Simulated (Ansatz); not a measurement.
# Ga2O3 (C2/m): the equilibrium volume

At what volume is Ga2O3 (C2/m) free of pressure?

Computed with Ansatz 0.2.0 (DFT PBE, scalar-relativistic, plane waves, PAW, unless a step's input says otherwise).

3 further runs of the same task are left out: 3 set aside as unsound or not needed.

## Step 1: The system as given

The structure is monoclinic, space group C2/m (No. 12). Conventional cell: a = 12.280 Å, b = 3.048 Å, c = 5.817 Å, α = 90.00°, β = 103.76°, γ = 90.00°. Ga (site symmetry m) is surrounded by 6 O at 1.94 to 2.08 Å. Ga (site symmetry m) has 4 O at 1.84 to 1.87 Å as nearest neighbours. Around O (site symmetry m) lie 3 Ga at 1.84 to 1.94 Å. O (site symmetry m) has 4 Ga at 1.87 to 2.08 Å as nearest neighbours. O (site symmetry m) has 3 Ga at 1.84 to 1.95 Å as nearest neighbours.

As a file:

```cif
data_structure
_symmetry_space_group_name_H-M 'C2/m'
_symmetry_Int_Tables_number 12
_cell_length_a 12.2805
_cell_length_b 3.0476
_cell_length_c 5.8174
_cell_angle_alpha 90.000
_cell_angle_beta 103.764
_cell_angle_gamma 90.000
_cell_volume 211.47
loop_
_atom_site_label
_atom_site_type_symbol
_atom_site_symmetry_multiplicity
_atom_site_Wyckoff_symbol
_atom_site_fract_x
_atom_site_fract_y
_atom_site_fract_z
_atom_site_occupancy
Ga1 Ga 4 i 0.34116 0.00000 0.68527 1
Ga2 Ga 4 i 0.40953 0.50000 0.20521 1
O1 O 4 i 0.00353 0.50000 0.74334 1
O2 O 4 i 0.32663 0.50000 0.43677 1
O3 O 4 i 0.16450 0.00000 0.10915 1
```

## Step 2: The first run (PBE, 6×6×4 mesh)

input.yaml reads:

```yaml
crystal:
  lattice:
    - [6.1402367086, -1.5237836756, 0.0]
    - [6.1402367086, 1.5237836756, 0.0]
    - [-1.3841308865, 0.0, 5.6503488592]
  atoms:
    - { symbol: Ga, position: [0.3411617, 0.3411617, 0.68526966] }
    - { symbol: Ga, position: [0.6588383, 0.6588383, 0.31473034] }
    - { symbol: Ga, position: [0.9095256, 0.9095256, 0.205214] }
    - { symbol: Ga, position: [0.0904744, 0.0904744, 0.794786] }
    - { symbol: O, position: [0.50353087, 0.50353087, 0.74333591] }
    - { symbol: O, position: [0.49646913, 0.49646913, 0.25666409] }
    - { symbol: O, position: [0.82662894, 0.82662894, 0.43676984] }
    - { symbol: O, position: [0.17337106, 0.17337106, 0.56323016] }
    - { symbol: O, position: [0.16450498, 0.16450498, 0.10915408] }
    - { symbol: O, position: [0.83549502, 0.83549502, 0.89084592] }
basis:
  ecutwfc: 420
kpoints:
  mp_grid: { grid: [6, 6, 4] }
hamiltonian:
  xc: pbe
scf:
  occupations: { method: gaussian, width: 0.1 }
output:
  forces: true
  stress: true
  eigenvalues: true
```

Command:

```bash
$ ansatz run input.yaml --threads 8 --pin off --max-ram 16384MiB --backend cpu --events-out ev --progress --plain --runs-dir out
```

The program printed:

```text
Warning: RAYON_NUM_THREADS=8 ignored (pool sized by the plan → 8); use --threads N
basis.fft_grid_basis auto: the FFT boxes are laid along the combinations [[1, -1, 0], [0, 1, 0], [0, 0, 1]] of the cell's own vectors, 3.048, 6.326 and 5.817 Å long. The dense box has 24×45×40 points. Along the cell's own vectors, as sized, it would have 45×45×40, 1.88 times as many. Of the 4 symmetry operations that the crystal satisfies within crystal.symmetry.tolerance (time reversal apart; of a slab, those that keep its plane) the dense box along the cell's own vectors carries 4, and the one as laid loses 2 of those. basis.fft_grid_basis: typed keeps the cell's own vectors: state it where this run's energies or levels are differenced outside the engine with another run's, or held beside a run that keeps those vectors.
Engine: ansatz 0.2.0, aarch64-unknown-linux-gnu
Pseudopotentials: kind: paw
Pseudopotential: Ga, paw, valence charge 13, recommended cutoff 420 eV (normal), Ga.paw.azcp
Pseudopotential: O, paw, valence charge 6, recommended cutoff 420 eV (normal), O.paw.azcp
Functional definition: PBE
  parameter kappa = 0.804
  parameter beta = 0.06672455060314922
  exchange = pbe_x(kappa = kappa, mu = beta*pi^2/3)
  correlation = pbe_c(beta = beta)
Crystal: 10 atoms, lattice volume = 105.734 Å³
Basis set: ecut = 420 eV, 2047 PW (Γ), FFT grids on a1−a2, a2, a3, exchange–correlation on 48×90×80 points (8 copies of the dense FFT grid, shifted against one another)
Bands: 54, of which v1, the nominal top of the filled ones, is band 44 counted from 1 (43 counted from 0)
Symmetry: 4 space group operations
Space group: C2/m (ITA 12), of the structure as read, at distance tolerance 4.7e-5 Å
k-points: 47 of 144
Non-local potential: Ga, projectors of the file, l = 0: 2, l = 1: 2, l = 2: 3, l = 3: 1
Non-local potential: O, projectors of the file, l = 0: 2, l = 1: 2, l = 2: 1
PAW form: soft (Blöchl's): semilocal exchange-correlation on the pseudo side does not see the compensation charge
PAW one-centre angular grid: Ga, 590 points (default); XC on 64 Gauss nodes
PAW one-centre angular grid: O, 110 points (default); XC on 64 Gauss nodes
Initial density: superposition of atomic densities (neutral atoms: chi_scale 0, normalization atom), corrected by the library's trained network
Initial wavefunctions: pseudopotential atomic-orbital guess
Functional: x = pbe(κ = 0.804, μ = 0.2195149727645171), c = pbe(β = 0.06672455060314922)
SCF iter   1: F=—  HF=-18540.038535 eV  |F-HF|=—  |Δ(HF+E_count)|=         —  Δρ=1.11e-3  dr2=4.15e-4  ethr=1.77e-3  ⟨swp⟩=5.8  Hψ=9217  notcnv=0  defer=23
preconditioner: auto → Resta (q_TF=auto, 2.646 Å⁻¹)  ε∞=4.7  [insulator: Δε(μ)=2.312 eV  Ē_g=17.728 eV  σ=0.100 eV  W_gap=1.00  n_scr=34 (ndim 8)  ℏωp=33.9 eV  f_vac=0.015  D(μ)=0.00/eV (n_scr^D=0)  ε∞_Penn≈4.7]
SCF iter   2: F=—  HF=-18540.039563 eV  |F-HF|=—  |Δ(HF+E_count)|=   1.03e-3  Δρ=5.88e-4  dr2=1.32e-4  ethr=4.72e-7  ⟨swp⟩=2.8  Hψ=5260  notcnv=0  defer=36
SCF iter   3: F=—  HF=-18540.040006 eV  |F-HF|=—  |Δ(HF+E_count)|=   4.43e-4  Δρ=2.16e-4  dr2=3.54e-5  ethr=1.50e-7  ⟨swp⟩=2.0  Hψ=4416  notcnv=0  defer=1
automatic band count: iteration 3 solves 52 bands in place of 54: the levels show a gap, and the empty bands left out lie too high to hold charge; the band table lists the bands solved (type scf.n_extra_bands for more)
SCF iter   4: F=—  HF=-18540.040112 eV  |F-HF|=—  |Δ(HF+E_count)|=   1.05e-4  Δρ=6.15e-5  dr2=3.55e-6  ethr=4.02e-8  ⟨swp⟩=2.0  Hψ=4134  notcnv=0  defer=1
SCF iter   5: F=—  HF=-18540.040115 eV  |F-HF|=—  |Δ(HF+E_count)|=   2.70e-6  Δρ=2.75e-5  dr2=7.96e-7  ethr=4.03e-9  ⟨swp⟩=2.0  Hψ=3410  notcnv=0  defer=1
SCF iter   6: F=—  HF=-18540.040115 eV  |F-HF|=—  |Δ(HF+E_count)|=   4.24e-7  Δρ=1.49e-5  dr2=1.76e-7  ethr=9.04e-10  ⟨swp⟩=2.0  Hψ=4386  notcnv=0  defer=1
SCF iter   7: F=-18540.040115 eV  HF=-18540.040115 eV  |F-HF|=7.93e-9  |Δ(HF+E_count)|=   3.28e-8  Δρ=3.86e-6  dr2=1.00e-8  ethr=1.14e-10  ⟨swp⟩=6.7  Hψ=9425  notcnv=0
SCF 1 converged in 7 iterations: F = -18540.040115 eV  dr2 = 1.00e-8
SCF converged after 7 iterations
Free energy (F): -18540.040115 eV
Harris-Foulkes:  -18540.040115 eV  (|F-HF|=7.93e-9)
Internal energy: -18540.040115 eV  (E = F + TS)
E sigma→0 (E₀):  -18540.040115 eV
Fermi energy:    9.211587 eV
--- Per-component energies (eV) ---
  E_band       = -104.065889
  E_kinetic    = 1520.483755
  E_local      = -9133.621469  (includes V_loc(G=0)·N_el)
  E_nonlocal   = 2021.305304
  E_hartree    = 4100.831430
  E_xc         = -712.651449
  E_vxc        = -790.451083  (∫ρ·V_xc dr)
  E_paw        = -8942.494920  (= ΣΔE_a)
  E_vpaw       = -1923.461540  (= ΣTr[D̂ρ^β])
  E_aug_tail   = 0.014347  (compensation charges beyond the density's cutoff)
  E_ewald      = -7393.907113
  E_smearing   = -0.000000  (= −TS)
  E_closure    = -0.000000  (closes the sum)
  Σ components = -18540.040115   (vs F -18540.040115, Δ=0.00e0)
--- Forces (eV/Å), atoms counted from 1 ---
  atom   1  Ga     0.02825262    -0.00000000     0.04805170
  atom   2  Ga    -0.02825262     0.00000000    -0.04805170
  atom   3  Ga     0.02058808    -0.00000000    -0.01977872
  atom   4  Ga    -0.02058808     0.00000000     0.01977872
  atom   5  O     -0.00444888    -0.00000000    -0.02235576
  atom   6  O      0.00444888     0.00000000     0.02235576
  atom   7  O      0.01187640    -0.00000000     0.01612995
  atom   8  O     -0.01187640     0.00000000    -0.01612995
  atom   9  O      0.15170127    -0.00000000     0.01430713
  atom  10  O     -0.15170127     0.00000000    -0.01430713
  max |Σ_I F_I| component: 2.78e-17 eV/Å
--- Stress (GPa, compression-positive) ---
        6.644929       0.000000       0.120243
        0.000000       6.993936      -0.000000
        0.120240      -0.000000       6.588074
  P = ⅓ Tr σ = 6.7423 GPa (67.423 kbar)
--- Band table (eV; the first three rows and the last of 47) ---
  k-point 0: bands = ["-10.8062", "-9.6458", "-9.6335", "-9.5342", "-9.0629", "-9.0476", "-4.9003", "-4.8631", "-4.8580", "-4.8087", "-4.6921", "-4.6873", "-4.6757", "-4.6699", "-4.6154", "-4.4893", "-4.4859", "-4.4793", "-4.4469", "-4.4396", "-4.4179", "-4.4117", "-4.3627", "-4.2699", "-4.1201", "-4.0728", "1.0832", "2.1503", "3.3077", "3.9166", "4.5706", "5.4349", "5.5053", "5.8541", "6.0815", "6.1991", "6.4275", "6.4722", "7.1126", "7.3712", "7.3736", "7.5772", "7.7739", "8.0419", "10.3674", "13.6835", "14.7260", "14.7621", "15.8062", "16.7347", "17.3708", "17.4962"]
  k-point 1: bands = ["-10.7018", "-9.8436", "-9.6381", "-9.4520", "-9.1259", "-9.0052", "-4.8836", "-4.8651", "-4.8596", "-4.8054", "-4.7762", "-4.7090", "-4.6711", "-4.6478", "-4.6074", "-4.5067", "-4.4999", "-4.4854", "-4.4849", "-4.4305", "-4.4159", "-4.3903", "-4.3609", "-4.2340", "-4.2238", "-3.8910", "1.3537", "2.4231", "3.0148", "3.9373", "4.7115", "5.4358", "5.6501", "5.7345", "6.0524", "6.0628", "6.2300", "6.4686", "6.8500", "7.1728", "7.3899", "7.4913", "7.6002", "7.7977", "11.3060", "13.8470", "14.4826", "14.9555", "15.6433", "16.5467", "17.3424", "17.8213"]
  k-point 2: bands = ["-10.5412", "-10.0637", "-9.6449", "-9.3929", "-9.1505", "-9.0093", "-4.8663", "-4.8617", "-4.8529", "-4.8402", "-4.7833", "-4.7733", "-4.6505", "-4.6167", "-4.6115", "-4.5312", "-4.5295", "-4.4983", "-4.4626", "-4.4558", "-4.4142", "-4.3595", "-4.3564", "-4.2784", "-4.1986", "-3.7916", "1.9672", "2.1922", "3.0524", "3.8040", "4.8427", "5.3724", "5.5390", "5.8303", "6.0447", "6.0576", "6.1616", "6.4933", "6.5449", "6.6535", "7.4045", "7.4194", "7.5571", "7.7617", "12.7350", "12.8824", "14.7037", "15.2069", "15.7902", "15.8612", "17.8818", "17.9425"]
  k-point 46: bands = ["-10.4118", "-9.9849", "-9.8134", "-9.4817", "-9.2187", "-8.9402", "-4.8816", "-4.8712", "-4.8697", "-4.8529", "-4.8020", "-4.7999", "-4.6765", "-4.6432", "-4.6183", "-4.6140", "-4.5312", "-4.5281", "-4.4806", "-4.4766", "-4.4123", "-4.3995", "-4.3577", "-4.3229", "-3.8218", "-3.6462", "2.3845", "2.6548", "2.8603", "3.4069", "4.4521", "4.9260", "5.1509", "5.3965", "5.6815", "5.9149", "6.2627", "6.8233", "7.1644", "7.3426", "7.4160", "7.4435", "7.4614", "8.0553", "13.1533", "13.2979", "14.2029", "14.5223", "15.0398", "15.6735", "17.7767", "18.2171"]
```

It took 2.6 s on 8 threads of Arm Neoverse V1, shared host; peak memory 0.67 GiB.

Read off: volume 10.573 Å³/atom, pressure 6.74 GPa, gap on the mesh 2.31 eV.

(Part 1 of 2 ends here.)
